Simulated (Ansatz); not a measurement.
# MoS2 (R3m) in Ansatz: a series of runs, part 2 of 2

Ansatz 0.2.0. The steps go on from the part before.

**3. Phonons, PBEsol**

Input file input.yaml:

```yaml
crystal:
  lattice:
    - [1.58149989, 0.91307939, 6.12332821]
    - [-1.58149989, 0.91307939, 6.12332821]
    - [0.0, -1.82615878, 6.12332821]
  atoms:
    - { symbol: Mo, position: [0.0, 0.0, 0.0] }
    - { symbol: S, position: [0.7484, 0.7484, 0.7484] }
    - { symbol: S, position: [0.5849, 0.5849, 0.5849] }
kpoints:
  mp_grid: { grid: [10, 10, 10] }
scf:
  occupations: { method: fermi_dirac, width: 0.05 }
hamiltonian:
  xc: pbesol
  pseudopotentials: { kind: all_electron, datasets: crystal }
output: {}
phonons:
  method: fd
  supercell: [1, 1, 1]
```

Potentials or basis: all-electron PAW datasets made for the crystal.

Launch:

```console
ansatz run input.yaml --threads 2 --pin off --max-ram 6144MiB --backend cpu --events-out ev --progress --plain --runs-dir out
```

The log of the run:

```text
Warning: RAYON_NUM_THREADS=2 ignored (pool sized by the plan → 2); use --threads N
hamiltonian.pseudopotentials.datasets: crystal makes datasets for this crystal and solves the spheres of its atoms anew in each pass: cutoff 300.0 eV, the density's 1200.0 eV; for an error of 0.50 meV an atom under PBE, 1.5 meV for the cell; an energy difference from a run of another recipe may be off by several times the error for the cell, under r2SCAN by more, where some 0.1 meV an atom stays at smaller errors; S in spheres of 1.064 Å, 6 of its electrons in bands; Mo in spheres of 1.296 Å, 14 of its electrons in bands
band count auto-derived: 19 (N_el = 26.0; filled up to band 13; 17 by the electrons, moments and atoms)
Engine: ansatz 0.2.0, aarch64-unknown-linux-gnu
Pseudopotentials: kind: all_electron
Pseudopotential: Mo, paw, valence charge 14, recommended cutoff 300 eV (normal), crystal/all_electron/pbesol/scalar/gaussian/Mo, Koelling and Harmon's equation, gaussian nucleus
Pseudopotential: S, paw, valence charge 6, recommended cutoff 300 eV (normal), crystal/all_electron/pbesol/scalar/gaussian/S, Koelling and Harmon's equation, gaussian nucleus
Functional definition: PBEsol
  exchange = pbesol_x
  correlation = pbesol_c
Crystal: 3 atoms, lattice volume = 53.054 Å³
Basis set: ecut = 300 eV, 623 PW (Γ), exchange–correlation on 80×80×80 points (8 copies of the dense FFT grid, shifted against one another)
Bands: 19, of which v1, the nominal top of the filled ones, is band 13 counted from 1 (12 counted from 0)
[... 125 lines left out ...]
  The terms above E_closure are by the made datasets' own strengths, without shells solved beside the bands.
--- Forces (eV/Å), atoms counted from 1 ---
  atom   1  Mo     0.00000000    -0.00000000    -0.00332927
  atom   2  S      0.00000000     0.00000000     1.01360602
  atom   3  S     -0.00000000    -0.00000000    -1.01027870
  max |Σ_I F_I| component: 1.94e-6 eV/Å
--- Band table (eV; the first three rows and the last of 116) ---
  k-point 0: bands = ["-49.1053", "-23.3115", "-23.0859", "-23.0859", "-2.8675", "-1.0044", "5.2275", "8.6302", "8.6302", "9.8419", "9.8419", "11.1901", "11.3029", "14.3976", "14.3976", "14.9337", "14.9337", "17.6618", "20.3788"]
  k-point 1: bands = ["-49.1013", "-23.3032", "-23.1273", "-23.0952", "-2.7094", "-0.9635", "5.4023", "8.3213", "8.7968", "9.3591", "9.6037", "11.1932", "11.4416", "14.3129", "14.4435", "14.6606", "14.7692", "18.3639", "20.6820"]
  k-point 2: bands = ["-49.0906", "-23.2816", "-23.2343", "-23.1194", "-2.2713", "-0.8498", "5.8007", "7.7092", "8.5012", "9.0884", "9.2527", "10.9924", "11.1690", "13.7807", "14.3748", "14.6374", "15.2426", "19.5802", "20.8385"]
  k-point 115: bands = ["-49.1053", "-23.3116", "-23.0859", "-23.0859", "-2.6523", "-1.3946", "6.1619", "8.6181", "8.6181", "8.9760", "9.8658", "9.8658", "12.5104", "14.4819", "14.4819", "14.8113", "14.8113", "17.7071", "20.8318"]
--- Phonons: 6 displaced members + reference (amplitude 0.0025 Å, Σ member SCF iterations 38) ---
  symmetry images taken by strict's conditions (phonons.symmetry_images: auto; settled by no image being taken that strict refuses)
  ASR residual: 8.673e-4 → 0.000e0 eV/Å²; symmetrization residual: 7.045e-4 eV/Å²
  largest component of a force at the reference: 1.0e0 eV/Å
  ASR residual per site (eV/Å²): 8.67e-4 3.65e-4 2.94e-4
  Γ frequencies (cm⁻¹): 0.00 0.00 0.00 303.24 303.24 403.29 403.29 433.57 490.43
  density of states and harmonic sums: on the 23×23×23 q-mesh, interpolated from the force constants of a 1×1×1 supercell (no non-analytic term)
  largest difference from the sums on the solved wave vectors: F 3.81e-1 eV, S 6.39e-4 and C_V 2.58e-4 eV/K
  zero-point energy: 0.171386 eV/cell   skipped modes (ω ≤ 0): 36, of them read as no rigid motion or as one in doubt: 33 (5.425e-3 modes/cell left out, lowest 0.00 cm⁻¹)   left out of the sums: 6.30e-4 of the cell's modes: C_V's classical limit lies that fraction below 3 k_B per atom; for a crystal, a wire or a layer, F and S can be off by more, and a phonons.interpolated_qmesh denser along its periods is the remedy for the sampling
```

phdos.tsv:

```text
# omega_inv_cm	omega_thz	g_bin_mean(omega)[modes/inv_cm]
# format = ansatz-phdos/2
# interpolated_qmesh = 23 23 23
# force_constants_supercell = 1 1 1
# lo_to_splitting: not included (the non-analytic LO-TO correction is not applied to the interpolated dynamical matrix; polar crystals: no LO-TO splitting at GAMMA, and LO and other optical branches, acoustic branches and sound speeds, and with them the density of states and the thermodynamics, can be off between the wave vectors that the force constants were sampled on, most near GAMMA; a larger extent of the force constants narrows that region and is not shown to mend the acoustic slopes)
# g_bin_mean(omega): the modes in a bin one row spacing wide, centred on omega, divided by that spacing. A flat band (one whose frequency is the same at every q-point) is counted whole in the row whose bin holds it (on the edge of two bins, in the lower row). The modes of the run's own cell are the sum of g_bin_mean times the row spacing in inv_cm (a plain sum, not the trapezoid rule); for a one-atom cell on a GAMMA-only q-mesh every row is zero, so that sum is 0, not 3
0.000000	0.000000	5.759159e-6
0.980853	0.029405	4.607327e-5
1.961706	0.058810	9.214655e-5
2.942559	0.088216	1.382198e-4
3.923411	0.117621	1.842931e-4
4.904264	0.147026	2.303664e-4
[... 493 lines left out ...]
489.445576	14.673209	7.398675e-3
490.426429	14.702614	1.462530e-3
```

Run time: 3.9 min. Hardware: 2 threads of Arm Neoverse V1, shared host; peak memory 1.3 GiB.

Results:

* Free energy: -131813.2078 eV
* Largest force: 1.014 eV/Å
* Band gap on the k mesh: 0.78 eV, indirect (least direct gap 1.92 eV)
* Highest phonon frequency at Γ, LO-TO splitting left out: 490 cm⁻¹

Forces in eV/Å, atoms in the order of the input:
```
Mo   0.000  0.000 -0.003
S    0.000  0.000  1.014
S    0.000  0.000 -1.010
```

Levels at points of the mesh, in eV from the valence-band top:
```
              k point  band 11  band 12  band 13  band 14  band 15  band 16
   (0.00, 0.00, 0.00)    -2.67    -1.32    -1.21     1.89     1.89     2.42
  (0.00, 0.00, -0.50)    -2.40    -1.95    -1.66     1.37     1.86     3.35
 (0.00, -0.50, -0.50)    -2.95    -2.11    -1.50     1.33     1.97     2.90
(-0.50, -0.50, -0.50)    -2.64    -2.64     0.00     1.97     1.97     2.30
```

Phonon frequencies in cm⁻¹ (negative: imaginary):
```tsv
q point	frequencies
(0.000, 0.000, 0.000)	0 0 0 303 303 403 403 434 490
```

Caveat: forces of over 1 eV/Å show positions far from the minimum, so gaps and moduli don't describe the material at rest. As with any semilocal functional, this PBEsol gap is likely too small.

**4. Elastic constants, PBE**

input.yaml: that of step 3 with these lines changed.

```diff
@@ -10,3 +10,3 @@
 kpoints:
-  mp_grid: { grid: [10, 10, 10] }
+  mp_grid: { grid: [8, 8, 8] }
 scf:
@@ -14,7 +14,9 @@
 hamiltonian:
-  xc: pbesol
-  pseudopotentials: { kind: all_electron, datasets: crystal }
-output: {}
-phonons:
-  method: fd
-  supercell: [1, 1, 1]
+  xc: pbe
+  pseudopotentials: { kind: all_electron, lapw: { basis_error: 0.002 } }
+output:
+  forces: true
+  stress: true
+elastic:
+  mode: relaxed_ion
+  stencil: two_point
```

Potentials or basis: all-electron LAPW, scalar-relativistic.

Launch:

```console
ansatz run input.yaml --threads 2 --pin off --max-ram 6144MiB --backend cpu --events-out ev --progress --plain --runs-dir out
```

The log of the run:

```text
Warning: RAYON_NUM_THREADS=2 ignored (pool sized by the plan → 2); use --threads N
LAPW: plane waves up to 8.394 Å⁻¹, error target 2.0e-3 eV per atom; small_component_spin mean_spin; S in spheres of 1.017 Å, 14 of its electrons in bands, Dirac shells []; Mo in spheres of 1.276 Å, 30 of its electrons in bands, Dirac shells [] (how accurate: hamiltonian.pseudopotentials.lapw.basis_error, Limitations)
[... 9 set-up lines as earlier in the session ...]
Crystal: 3 atoms, lattice volume = 53.054 Å³
Basis set: ecut = 268.41692408182223 eV, 539 PW (Γ), FFT grids on a1−a3, a2−a3, a3, exchange–correlation at level 2
Bands: 35, of which v1, the nominal top of the filled ones, is band 29 counted from 1 (28 counted from 0)
[... 1 set-up line as earlier in the session ...]
Space group: R3m (ITA 160), of the structure as read, at distance tolerance 3.8e-5 Å
k-points: 65 of 512 (time reversal used)
[... 5 set-up lines as earlier in the session ...]
iter 1 solved again at ethr=5.70e-3 eV; its pass at ethr=1.00e-1 eV (dr2=3.31e0 eV) is discarded
SCF iter   1: F=—  HF=-131907.077140 eV  |F-HF|=—  |Δ(HF+E_count)|=         —  Δρ=6.82e-2  dr2=3.31e0  ethr=5.70e-3  ⟨swp⟩=2.0  Hψ=14952  notcnv=0
preconditioner: auto → Resta (q_TF=auto, 2.769 Å⁻¹)  ε∞=5.2  [insulator: Δε(μ)=0.934 eV  Ē_g=10.597 eV  σ=0.050 eV  W_gap=1.00  n_scr=22 (ndim 8)  ℏωp=21.6 eV  f_vac=0.110  D(μ)=0.00/eV (n_scr^D=0)  ε∞_Penn≈5.2]
SCF iter   2: F=—  HF=-131906.190635 eV  |F-HF|=—  |Δ(HF+E_count)|=   8.87e-1  Δρ=3.32e-2  dr2=2.16e0  ethr=5.70e-3  ⟨swp⟩=3.0  Hψ=6829  notcnv=0
SCF iter   3: F=—  HF=-131905.793800 eV  |F-HF|=—  |Δ(HF+E_count)|=   3.97e-1  Δρ=1.91e-2  dr2=2.55e-1  ethr=3.72e-3  ⟨swp⟩=2.0  Hψ=6110  notcnv=0
[... 424 lines left out ...]
  k-point 64: bands = ["-363.9768", "-363.9561", "-363.9561", "-205.8569", "-205.8569", "-205.8455", "-205.8348", "-205.8348", "-193.5453", "-193.5409", "-138.3373", "-138.3373", "-138.3334", "-138.3334", "-138.2902", "-138.2847", "-49.1176", "-23.2694", "-23.0384", "-23.0384", "-2.3153", "-1.3896", "6.5541", "8.8634", "9.1062", "9.1062", "10.2496", "10.2496", "12.4299", "14.5655", "14.5655", "14.6904", "14.6904", "18.0701", "21.0047"]
--- Elastic constants: 3 strain directions × 2 members + reference (group order 6) ---
  dense FFT box of the reference and of every strained cell: 18×18×36 on a1−a3, a2−a3, a3
  strains applied: 11, 33, 23; error gains: componentwise 1.00 (the most a stress slope's error grows in a printed constant), spectral 1.41 (1 for all six strains in a standard setting)
  reference relaxed by the batch: 5 steps; max|allowed force component| 1.29e0 eV/Å at the deck's positions, 1.10e-5 at the last accepted step, 1.10e-5 by the solve of record
  largest displacement 6.1e-2 Å; the constants are those of the deck's cell at these positions:
  atoms:
    - { symbol: Mo, position: [6.810340153930244e-6, 6.810340153930239e-6, 6.810340153930241e-6] }
    - { symbol: S, position: [0.7517297306488067, 0.7517297306488067, 0.7517297306488067] }
    - { symbol: S, position: [0.5815634590110392, 0.5815634590110392, 0.5815634590110392] }
  C = ∂σ_k/∂η_j (tension-positive GPa; Voigt order 11 22 33 23 13 12):
       230.063     60.976     17.242      3.902     -0.000     -0.000
        60.976    230.063     17.242     -3.902      0.000      0.000
        17.348     17.348     49.336      0.000      0.000     -0.000
         3.902     -3.902     -0.000     16.351     -0.000      0.000
         0.000      0.000      0.000      0.000     16.351      3.902
        -0.000     -0.000     -0.000      0.000      3.902     84.544
  reference stress σ⁰ (GPa):     -2.893     -2.893     -3.001     -0.000     -0.000      0.000
  no Pulay correction (none for the plane-wave cutoff is built on LAPW): the batch's stresses and constants are at fixed plane waves
  C* (energy form; C + prestress term) asymmetry max|C*_kj − C*_jk| = 1.542e-3 GPa — a small one proves nothing (zero by symmetry where the batch's group is 432, −43m or m−3m); a large one is finite-difference/SCF noise where every solve meets its electron count
  moduli (Voigt/Reuss/Hill, GPa): K = 77.84/42.93/60.39   G = 51.04/27.54/39.29   E = 96.87   ν = 0.233
  mechanically stable: yes (min eigenvalue of sym C = 16.13 GPa)
  where every solve meets its electron count the energy-path curvature estimates C_jj along a normal strain and C_jj − ¼(σ⁰_aa + σ⁰_bb) along a shear (ab), closely only under elastic.basis: deformed
  strain η (Voigt 11):  stress-route row diagonal C_11 = 230.06 GPa, energy-path curvature d²(F+E_count)/dδ²/Ω₀ = 230.06 GPa
         δ    σ_11 (GPa)             F (eV)   n_scf  n_hpsi   n_pw
    -2.000e-3      -3.3568     -131905.8086517       3   55483    544   relax 4 steps, max|allowed force component| 9.83e-6 eV/Å
     2.000e-3      -2.4365     -131905.8124853       3   55811    544   relax 3 steps, max|allowed force component| 7.51e-6 eV/Å
  strain η (Voigt 33):  stress-route row diagonal C_33 = 49.34 GPa, energy-path curvature d²(F+E_count)/dδ²/Ω₀ = 49.34 GPa
         δ    σ_33 (GPa)             F (eV)   n_scf  n_hpsi   n_pw
    -2.000e-3      -3.1013     -131905.8087003       3   24118    544   relax 4 steps, max|allowed force component| 1.32e-6 eV/Å
     2.000e-3      -2.9040     -131905.8126760       3   24247    544   relax 3 steps, max|allowed force component| 4.27e-6 eV/Å
  strain η (Voigt 23):  stress-route row diagonal C_44 = 16.35 GPa, energy-path curvature d²(F+E_count)/dδ²/Ω₀ = 17.83 GPa
         δ    σ_23 (GPa)             F (eV)   n_scf  n_hpsi   n_pw
    -2.000e-3      -0.0323     -131905.8107091       3   56253    544   relax 3 steps, max|allowed force component| 4.74e-5 eV/Å
     2.000e-3       0.0331     -131905.8107090       3   55885    544   relax 3 steps, max|allowed force component| 1.13e-5 eV/Å
```

elastic.tsv:

```text
# convention: tension-positive GPa; Voigt order 11 22 33 23 13 12; engineering shear strains; stresses and constants hold the Pulay correction, whose part of sigma0, of c and of each member's stress the lines and columns named pulay_correction_..._gpa give (of c_energy it is that of c and, on the columns of strains 1 to 3, that of sigma0; of a layer's constants it is that of c in the plane, times a tenth of its plane spacing in ang); where a line pulay_correction_withheld stands none holds it
[... 16 lines left out ...]
6	-3.9128875251e-16	-1.0249255990e-15	-5.7767759159e-16	5.0540597358e-15	3.9024428793e0	8.4543799586e1	-3.9128875251e-16	-1.0249255990e-15	-5.7767759159e-16	5.0540597358e-15	3.9024428793e0	8.4543799586e1	nan	nan	nan	nan	nan	nan
```

elastic_members.tsv:

```text
# convention: tension-positive GPa; Voigt order 11 22 33 23 13 12; engineering shear strains; stresses and constants hold the Pulay correction, whose part of sigma0, of c and of each member's stress the lines and columns named pulay_correction_..._gpa give (of c_energy it is that of c and, on the columns of strains 1 to 3, that of sigma0; of a layer's constants it is that of c in the plane, times a tenth of its plane spacing in ang); where a line pulay_correction_withheld stands none holds it
[... 14 lines left out ...]
3	2.0000000000e-3	-2.8853780657e0	-2.9009164629e0	-3.0017291300e0	3.3092889012e-2	-2.4806186054e-21	-1.9158403224e-21	-1.3190581071e5	-1.3190581071e5	3	55885	544	3	1.1305907942e-5	0.0000000000e0	nan	nan	nan	nan	nan	nan	nan	0.0000000000e0
```

Wall time 18 min (2 threads of Arm Neoverse V1, shared host); peak memory 0.77 GiB.

What came out:

```
Free energy            : -131905.8107 eV
Pressure               : 2.9 GPa
Band gap on the k mesh : 0.99 eV, indirect (least direct gap 2.03 eV)
Voigt bulk modulus     : 78 GPa
```

Elastic tensor in Voigt notation (GPa, in the Cartesian axes of the cell as first typed):
```
230  61  17   4   0   0
 61 230  17  -4   0   0
 17  17  49   0   0   0
  4  -4   0  16   0   0
  0   0   0   0  16   4
  0   0   0   0   4  85
```

A k mesh can miss the band edges. Expect the measured gap to be larger: semilocal functionals such as PBE lack the derivative discontinuity.

**5. Summary**

```csv
task,level,potentials or basis,k mesh,cutoff (eV),basis error allowed,gap on the mesh (eV),largest force (eV/Å)
phonons,PBE,"all-electron LAPW, scalar-relativistic",10 × 10 × 10,268,0.002 eV/atom,0.80,1.29
phonons,PBEsol,all-electron PAW datasets made for the crystal,10 × 10 × 10,300,-,0.78,1.01
elastic constants,PBE,"all-electron LAPW, scalar-relativistic",8 × 8 × 8,268,0.002 eV/atom,0.99,-
```

Alike in all rows: no spin polarisation; cell as given; smearing fermi-dirac 0.05 eV.

Caveats: forces of over 1 eV/Å show positions far from the minimum, so gaps and moduli don't describe the material at rest (some runs).

Compare energies only between runs with the same functional and basis.
